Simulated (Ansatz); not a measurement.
**Course of a relaxation: MgS**

The cell of MgS is invented: random cell by space group and Wyckoff sites (P4/mmm, No. 123). Its size is a rough estimate.

```cif
data_structure
_symmetry_space_group_name_H-M 'P 1'
_symmetry_Int_Tables_number 1
_cell_length_a 3.1198
_cell_length_b 3.1198
_cell_length_c 4.2301
_cell_angle_alpha 90.000
_cell_angle_beta 90.000
_cell_angle_gamma 90.000
_cell_volume 41.17
loop_
_atom_site_label
_atom_site_type_symbol
_atom_site_fract_x
_atom_site_fract_y
_atom_site_fract_z
_atom_site_occupancy
Mg1 Mg 0.00000 0.00000 0.00000 1
S1 S 0.50000 0.50000 0.50000 1
```

Theory: DFT PBE, scalar-relativistic, plane waves, PAW (Ansatz). Cutoff 420 eV, Gaussian smearing, Γ-centred meshes. Cell and atoms relax first on a coarse mesh and then on a finer one. In between, the cell is made exact in the group found at 0.06 Å. In metals the finer mesh still leaves noise of several meV/atom or more. The steps can't lower the symmetry of their start. No spin polarisation.

Steps on the 6×6×4 mesh (2 atoms, 8 steps). The free energy counts from the last step; the plane-wave basis is renewed at times, which shifts energy and pressure.

| step | ΔF (meV/atom) | V (Å³/atom) | P (GPa) |
| --- | --- | --- | --- |
| 1 | 555.9 | 20.59 | -5.35 |
| 2 | 397.4 | 19.97 | -4.63 |
| 3 | 236.3 | 19.32 | -3.79 |
| 4 | 87.1 | 19.38 | -5.22 |
| 5 | 11.7 | 18.14 | -2.25 |
| 6 | 0.1 | 17.46 | 0.33 |
| 7 | -0.1 | 17.54 | 0.00 |
| 8 | 0.0 | 17.54 | 0.01 |

The relaxed structure, after a last relaxation on the converged mesh:

```cif
data_structure
_symmetry_space_group_name_H-M 'Pm-3m'
_symmetry_Int_Tables_number 221
_cell_length_a 3.2761
_cell_length_b 3.2761
_cell_length_c 3.2761
_cell_angle_alpha 90.000
_cell_angle_beta 90.000
_cell_angle_gamma 90.000
_cell_volume 35.16
loop_
_atom_site_label
_atom_site_type_symbol
_atom_site_symmetry_multiplicity
_atom_site_Wyckoff_symbol
_atom_site_fract_x
_atom_site_fract_y
_atom_site_fract_z
_atom_site_occupancy
Mg1 Mg 1 a 0.00000 0.00000 0.00000 1
S1 S 1 b 0.50000 0.50000 0.50000 1
```

The symmetry goes from P4/mmm (No. 123) to Pm-3m (No. 221). The end has the caesium chloride type. The volume per atom shrinks by 14.6 %, from 20.6 to 17.6 Å³. The shortest distance goes from 3.06 Å (Mg–S) to 2.84 Å (Mg–S). The energy falls by about 0.57 eV/atom (the start's value is from the coarse mesh). Mg is surrounded by 8 S at 2.84 Å and 6 Mg at 3.28 Å; S is surrounded by 8 Mg at 2.84 Å and 6 S at 3.28 Å.

```
Volume per atom                             : 17.58 Å³
Density                                     : 2.66 g/cm³
Formation energy                            : −0.82 eV/atom
Gap on the 16×16×16 mesh of the 2-atom cell : 0 eV (the bands overlap slightly)
```

Formation energies are uncorrected and refer to the elements' standard structures at the same level.

The last run used Gaussian smearing of 0.10 eV. The zero gap may come from the functional, which often closes small gaps. The reference form of S is held partly by dispersion forces, which this level lacks. A structure relaxed within its symmetry needn't be a true minimum. In all, the 4 runs took 13 s on 1 thread of Intel(R) Xeon(R) 6975P-C (Granite Rapids), on a shared host. Another cell of MgS relaxed alike, in Fm-3m (a cell as deposited in COD), lies 0.62 eV/atom lower, so this cell isn't the stable form at this level.
